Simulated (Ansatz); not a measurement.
# Ru (P6_3/mmc) in Ansatz: notebook

The runs below take Ru through single point, relaxation of cell and atoms, with PBE, revPBE+D4.

Everything below comes from runs of Ansatz 0.2.0. Logs are shortened: lines on timing, memory, paths and dates and some standing lists are left out, and cuts for length are marked.

## Step 1: The structure

Symmetry: P6_3/mmc, No. 194, hexagonal system. The conventional cell has a = 2.706 Å, b = 2.706 Å, c = 4.282 Å, α = 90.00°, β = 90.00°, γ = 120.00°. Ru (site symmetry -6m2) has 12 Ru at 2.65 to 2.71 Å as nearest neighbours.

## Step 2: Single point, PBE

The input, input.yaml:

```yaml
crystal:
  lattice:
    - [2.7058, 0.0, 0.0]
    - [-1.3529, 2.3432915376, 0.0]
    - [0.0, 0.0, 4.2819]
  atoms:
    - { symbol: Ru, position: [0.6666666667, 0.3333333333, 0.75] }
    - { symbol: Ru, position: [0.3333333333, 0.6666666667, 0.25] }
kpoints:
  mp_grid: { grid: [11, 11, 6] }
scf:
  occupations: { method: gaussian, width: 0.015 }
hamiltonian:
  xc: pbe
  pseudopotentials: { kind: all_electron, lapw: { basis_error: 0.001 } }
output:
  forces: true
  stress: true
  eigenvalues: true
```

Potentials or basis: all-electron LAPW, scalar-relativistic.

Command:

```sh
ansatz run input.yaml --threads 1 --pin off --max-ram 3072MiB --backend cpu --events-out ev --progress --plain --runs-dir out
```

What it wrote:

```text
Warning: RAYON_NUM_THREADS=1 ignored (pool sized by the plan → 1); use --threads N
LAPW: plane waves up to 8.587 Å⁻¹, error target 1.0e-3 eV per atom; small_component_spin mean_spin; Ru in spheres of 1.325 Å, 26 of its electrons in bands, Dirac shells [] (how accurate: hamiltonian.pseudopotentials.lapw.basis_error, Limitations)
Engine: ansatz 0.2.0, x86_64-unknown-linux-gnu
Pseudopotentials: kind: all_electron
Pseudopotential: Ru, LAPW, valence charge 26, lapw/all_electron/scalar/gaussian/Ru, Koelling and Harmon's equation, gaussian nucleus
Functional definition: PBE
  parameter kappa = 0.804
  parameter beta = 0.06672455060314922
  exchange = pbe_x(kappa = kappa, mu = beta*pi^2/3)
  correlation = pbe_c(beta = beta)
Crystal: 2 atoms, lattice volume = 27.149 Å³
Basis set: ecut = 280.95858530007894 eV, 299 PW (Γ), exchange–correlation at level 2
Bands: 32, of which v1, the nominal top of the filled ones, is band 26 counted from 1 (25 counted from 0)
Symmetry: 24 space group operations
Space group: P63/mmc (ITA 194), of the structure as read, at distance tolerance 3.0e-5 Å
k-points: 64 of 726
Non-local potential: Ru, projectors of the file, none
Initial density: superposition of atomic densities (chi_scale 0.1, normalization cell)
Initial wavefunctions: plane waves of lowest kinetic energy (no species holds an atomic orbital)
Functional: x = pbe(κ = 0.804, μ = 0.2195149727645171), c = pbe(β = 0.06672455060314922)
iter 1 solved again at ethr=6.19e-4 eV; its pass at ethr=1.00e-1 eV (dr2=3.22e-1 eV) is discarded
SCF iter   1: F=—  HF=-246591.557874 eV  |F-HF|=—  |Δ(HF+E_count)|=         —  Δρ=4.91e-2  dr2=3.23e-1  ethr=6.19e-4  ⟨swp⟩=2.5  Hψ=13232  notcnv=0
preconditioner: auto → none  [insulator: Δε(μ)=0.074 eV  Ē_g=9.244 eV  σ=0.015 eV  W_gap=0.66  n_scr=10 (ndim 8)  ℏωp=28.5 eV  f_vac=0.000  D(μ)=3.08/eV (n_scr^D=36)  ε∞_Penn≈10.5]
iter 2 solved again at ethr=9.93e-6 eV; its pass at ethr=6.19e-4 eV (dr2=5.16e-3 eV) is discarded
SCF iter   2: F=—  HF=-246590.413418 eV  |F-HF|=—  |Δ(HF+E_count)|=    1.14e0  Δρ=5.26e-3  dr2=5.17e-3  ethr=9.93e-6  ⟨swp⟩=2.1  Hψ=10853  notcnv=0
SCF iter   3: F=—  HF=-246590.353924 eV  |F-HF|=—  |Δ(HF+E_count)|=   5.95e-2  Δρ=5.71e-3  dr2=3.64e-3  ethr=9.93e-6  ⟨swp⟩=2.6  Hψ=6384  notcnv=0
SCF iter   4: F=—  HF=-246590.351727 eV  |F-HF|=—  |Δ(HF+E_count)|=   2.20e-3  Δρ=9.45e-4  dr2=1.40e-4  ethr=7.00e-6  ⟨swp⟩=2.0  Hψ=6139  notcnv=0
SCF iter   5: F=—  HF=-246590.351648 eV  |F-HF|=—  |Δ(HF+E_count)|=   7.87e-5  Δρ=2.08e-4  dr2=3.85e-6  ethr=2.68e-7  ⟨swp⟩=2.1  Hψ=5966  notcnv=0
SCF iter   6: F=—  HF=-246590.351652 eV  |F-HF|=—  |Δ(HF+E_count)|=   4.17e-6  Δρ=4.90e-5  dr2=2.14e-7  ethr=7.40e-9  ⟨swp⟩=2.5  Hψ=6033  notcnv=0
SCF iter   7: F=-246590.351652 eV  HF=-246590.351652 eV  |F-HF|=6.40e-8  |Δ(HF+E_count)|=   3.36e-7  Δρ=8.90e-6  dr2=1.51e-8  ethr=4.12e-10  ⟨swp⟩=3.0  Hψ=6204  notcnv=0
SCF 1 converged in 7 iterations: F = -246590.351652 eV  dr2 = 1.51e-8
SCF converged after 7 iterations
Free energy (F): -246590.351652 eV
Harris-Foulkes:  -246590.351652 eV  (|F-HF|=6.40e-8)
Internal energy: -246590.350874 eV  (E = F + TS)
E sigma→0 (E₀):  -246590.351263 eV
Entropy (-TS):   -0.000779 eV (-0.389 meV/atom)
Fermi energy:    25.718404 eV
--- Per-component energies (eV) ---
  E_band       = -4914.372641
  E_kinetic    = 256425.837631
  E_xc         = -7283.190375
  E_electrostatic = -495732.998129  (all electrons and nuclei)
  E_smearing   = -0.000779  (= −TS)
  E_closure    = 0.000000  (closes the sum)
  E_atoms      = -246571.887780  (free atoms, spherical and without spin; not in F)
  Σ components = -246590.351652   (vs F -246590.351652, Δ=0.00e0)
  Basis errors (estimates in eV, not in F): energy 2.0e-4 per atom: plane waves 1.9e-4 (9.7e-5 summed), levels above the bands 0.0e0, relativity 6.7e-8, radial functions 1.3e-5, core shells 1.3e-6; eigenvalues (radial functions only) 1.6e-6; not estimated: angular momenta, meshes, grids; target (lapw.basis_error) 1.0e-3; muffin-tin radii Ru 1.325 Å
--- Forces (eV/Å), atoms counted from 1 ---
  atom   1  Ru    -0.00000000     0.00000000    -0.00000000
  atom   2  Ru     0.00000000    -0.00000000     0.00000000
  max |Σ_I F_I| component: 1.39e-17 eV/Å
--- Stress (GPa, compression-positive) ---
        4.458298       0.000000      -0.000000
        0.000000       4.458298      -0.000000
       -0.000000      -0.000000       4.407689
  P = ⅓ Tr σ = 4.4414 GPa (44.414 kbar)
--- Band table (eV; the first three rows and the last of 64) ---
  k-point 0: bands = ["-244.0229", "-244.0229", "-244.0142", "-244.0142", "-244.0142", "-244.0142", "-244.0096", "-244.0096", "-244.0096", "-244.0096", "-47.3606", "-47.1558", "-17.8494", "-16.9130", "-16.9130", "-16.7424", "-16.7424", "-16.7013", "17.7821", "19.5655", "23.1744", "23.1744", "23.3491", "23.8563", "23.8563", "24.3810", "24.3810", "26.9566", "26.9566", "27.0551", "36.0800", "40.5667"]
  k-point 1: bands = ["-244.0229", "-244.0229", "-244.0142", "-244.0142", "-244.0142", "-244.0142", "-244.0096", "-244.0096", "-244.0096", "-244.0096", "-47.3471", "-47.1697", "-17.7758", "-16.9017", "-16.9017", "-16.7819", "-16.7539", "-16.7539", "18.0892", "19.6649", "23.0231", "23.0231", "23.2006", "23.6821", "23.6821", "24.7741", "24.7741", "26.0994", "26.9634", "26.9634", "37.3532", "40.0699"]
  k-point 2: bands = ["-244.0229", "-244.0229", "-244.0142", "-244.0142", "-244.0142", "-244.0142", "-244.0096", "-244.0096", "-244.0096", "-244.0096", "-47.3100", "-47.2076", "-17.5725", "-16.9990", "-16.8706", "-16.8706", "-16.7853", "-16.7853", "18.8956", "19.8563", "22.9016", "22.9016", "22.9113", "23.3169", "23.3169", "24.3102", "25.5525", "25.5525", "26.8137", "26.8137", "39.7636", "39.9247"]
  k-point 63: bands = ["-244.0229", "-244.0229", "-244.0142", "-244.0142", "-244.0142", "-244.0142", "-244.0096", "-244.0096", "-244.0096", "-244.0096", "-47.1407", "-47.1407", "-17.6235", "-17.6235", "-17.3165", "-17.3165", "-16.9011", "-16.9011", "20.8820", "20.8820", "21.7841", "21.7841", "23.0477", "23.0477", "24.6739", "24.6739", "27.0542", "27.0542", "33.5277", "33.5277", "36.6325", "36.6325"]
```

Wall time 29 s (1 thread of Intel Xeon at 2.50GHz (Skylake/Cascade Lake), shared host); peak memory 0.39 GiB.

What came out:

| Property | Result |
| --- | --- |
| Free energy | -246590.3517 eV |
| Pressure | 4.4 GPa |
| Band gap on the k mesh | none (metal or under the smearing width) |

Levels at points of the mesh, in eV from the Fermi level:
| k point | band 24 | band 25 | band 26 | band 27 | band 28 | band 29 |
| --- | --- | --- | --- | --- | --- | --- |
| (0.00, 0.00, 0.00) | -1.86 | -1.86 | -1.34 | -1.34 | 1.24 | 1.24 |
| (0.00, 0.00, -0.50) | -2.71 | -2.66 | -2.66 | 0.60 | 0.60 | 0.60 |

## Step 3: Relaxation of cell and atoms, revPBE+D4

Changes to input.yaml since step 2:

```diff
@@ -11,5 +11,6 @@
 scf:
-  occupations: { method: gaussian, width: 0.015 }
+  occupations: { method: fermi_dirac, width: 0.05 }
 hamiltonian:
-  xc: pbe
+  xc: revpbe
+  dispersion: d4
   pseudopotentials: { kind: all_electron, lapw: { basis_error: 0.001 } }
@@ -18,2 +19,5 @@
   stress: true
-  eigenvalues: true
+relax:
+  f_tol: 0.01
+  max_steps: 60
+  cell: {}
```

Potentials or basis: all-electron LAPW, scalar-relativistic.

Command:

```sh
ansatz run input.yaml --threads 1 --pin off --max-ram 3072MiB --backend cpu --events-out ev --progress --plain --runs-dir out
```

It took 87 s on 1 thread of Intel Xeon at 2.50GHz (Skylake/Cascade Lake), shared host; peak memory 0.43 GiB.

Results (log left out):

| Quantity | Value |
| --- | --- |
| Free energy | -246602.4423 eV |
| Relaxed volume | 13.48 Å³/atom |
| Relaxed cell | a = 2.699 Å, b = 2.699 Å, c = 4.273 Å, α = 90.00°, β = 90.00°, γ = 120.00° |
| Space group after relaxing (to 0.05 Å) | P6_3/mmc (No. 194) |
| Energy gained by relaxing | 0.7 meV/atom |
| Ionic steps | 3 |
| Pressure after relaxing | 0.0 GPa |

Step by step:
```
step  energy change (eV)  largest force (eV/Å)  volume (Å³)
   1              0.0000                0.0000        27.15
   2             -0.0014                0.0000        26.96
   3             -0.0014                0.0000        26.96
```

Final structure:
```
CELL_PARAMETERS angstrom
2.69931 0.00000 0.00000
-1.34965 2.33767 0.00000
0.00000 0.00000 4.27279
ATOMIC_POSITIONS crystal
Ru 0.66667 0.33333 0.75000
Ru 0.33333 0.66667 0.25000
```
